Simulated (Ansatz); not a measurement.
# NbSn in Ansatz, settings compared

Launch command:

```bash
ansatz run input.yaml --threads 1 --pin off --max-ram 2560MiB --backend cpu --events-out ev --progress --plain --runs-dir out
```

Input:

```yaml
crystal:
  lattice:
    - [0.0, 3.584993, 0.0]
    - [3.584993, 0.0, 0.0]
    - [1.792496, 1.792496, -6.13492]
  atoms:
    - { symbol: Nb, position: [0.0, 0.0, 0.0] }
    - { symbol: Nb, position: [0.75, 0.25, 0.5] }
    - { symbol: Sn, position: [0.5, 0.5, 0.0] }
    - { symbol: Sn, position: [0.25, 0.75, 0.5] }
  symmetry: { tolerance: 0.0003 }
kpoints:
  mp_grid: { grid: [5, 5, 5], shift: [0, 0, 0] }
magnetization:
  spin_polarized: false
scf:
  occupations: { method: fermi_dirac }
hamiltonian:
  pseudopotentials: { kind: paw }
  xc: pbe
basis:
  ecutwfc: 420
output:
  forces: true
  stress: true
  eigenvalues: true
```

Origin of the cell: a known structure type with other elements, at an estimated volume, so it need not be a known compound.

The smearing width isn't typed, so it takes its default of 0.1 eV.

Output of this run (shortened):

```
SCF iter   1: F=—  HF=-21149.112154 eV  Δρ=6.56e-3  dr2=2.74e-2
SCF iter   2: F=—  HF=-21149.109783 eV  Δρ=4.04e-3  dr2=1.09e-2
SCF iter   3: F=—  HF=-21149.107900 eV  Δρ=7.08e-4  dr2=5.26e-4
SCF iter   4: F=—  HF=-21149.107770 eV  Δρ=2.30e-4  dr2=2.90e-5
SCF iter   5: F=—  HF=-21149.107788 eV  Δρ=3.65e-5  dr2=7.54e-7
SCF iter   6: F=-21149.107788 eV  HF=-21149.107788 eV  Δρ=7.37e-6  dr2=3.79e-8
SCF 1 converged in 6 iterations: F = -21149.107788 eV  dr2 = 3.79e-8
SCF converged after 6 iterations
Free energy (F): -21149.107788 eV
Harris-Foulkes:  -21149.107788 eV  (|F-HF|=6.11e-10)
Internal energy: -21148.976532 eV  (E = F + TS)
E sigma→0 (E₀):  -21149.042160 eV
Entropy (-TS):   -0.131257 eV (-32.814 meV/atom)
Fermi energy:    15.805115 eV
--- Per-component energies (eV) ---
  E_band       = -212.740198
  E_kinetic    = 1181.544761
  E_local      = -2984.124994  (includes V_loc(G=0)·N_el)
  E_nonlocal   = 180.141432
  E_hartree    = 1482.899735
  E_xc         = -1122.044665
  E_vxc        = -626.152784  (∫ρ·V_xc dr)
  E_paw        = -14422.958345  (= ΣΔE_a)
  E_vpaw       = -929.942182  (= ΣTr[D̂ρ^β])
  E_aug_tail   = 0.000015  (compensation charges beyond the density's cutoff)
  E_ewald      = -5464.434471
  E_smearing   = -0.131257  (= −TS)
  Σ components = -21149.107788   (vs F -21149.107788, Δ=0.00e0)
--- Forces (eV/Å), atoms counted from 1 ---
  atom   1  Nb     0.000000    -0.000000     0.000000
  atom   2  Nb    -0.000000     0.000000     0.000000
  atom   3  Sn     0.000000    -0.000000     0.000000
  atom   4  Sn    -0.000000     0.000000    -0.000000
  max |Σ_I F_I| component: 1.39e-17 eV/Å
--- Stress (GPa, compression-positive) ---
       50.766556      -0.000000      -0.000002
       -0.000000      50.766556      -0.000002
       -0.000002      -0.000002      -7.320686
  P = ⅓ Tr σ = 31.4041 GPa (314.041 kbar)
```

The same input was run again with these changes:

1. `basis.ecutwfc` 420 → "33.1 Ry"; `scf.lower_state_search` default → "off"
2. `basis.ecutwfc` 420 → "800 eV"; `scf.convergence.dr2_threshold` default → 0.0001
3. `scf.occupations.method` fermi_dirac → tetrahedron_uncorrected; `scf.mixing.algorithm` default → anderson; `scf.mixing.beta` default → 0.7; `scf.mixing.ndim` default → 8
4. `magnetization` { spin_polarized: false } → { spin_polarized: true } (starts: random); `hamiltonian.dispersion` default → d3bj; `scf.n_extra_bands` default → 16; typed moments: Nb1 1, Nb2 0.5, Sn3 1, Sn4 -1

```
 run        end  SCF iterations  P (GPa)  max force component (eV/Å)  moment (μB)  ΔE(σ→0) (meV/atom)
base  converged               6    31.40                       0.000            –                   0
   1  converged               6    31.39                       0.000            –               -0.84
   2  converged               6    31.38                       0.000            –               -1.61
   3  converged               6    31.48                       0.000            –               20.31
   4  converged              12    26.37                       0.000         0.00                   –
```

Energies are compared only where functional, datasets, charge and starting cell are the same.

Caveats of the base run: no moments, though an odd count or open d shells may carry them; the given cell is far from equilibrium, with atoms too close or a volume far off; the k mesh is coarse if the cell is a metal.

Run 2: the SCF threshold is loose for forces.
Run 4: a starting moment was lost.

The base run ran for 4.7 s on 1 thread of AMD EPYC 7R43 64-Core Processor (Zen 3), on a shared host, peak memory 0.41 GiB, from the program's own first density.
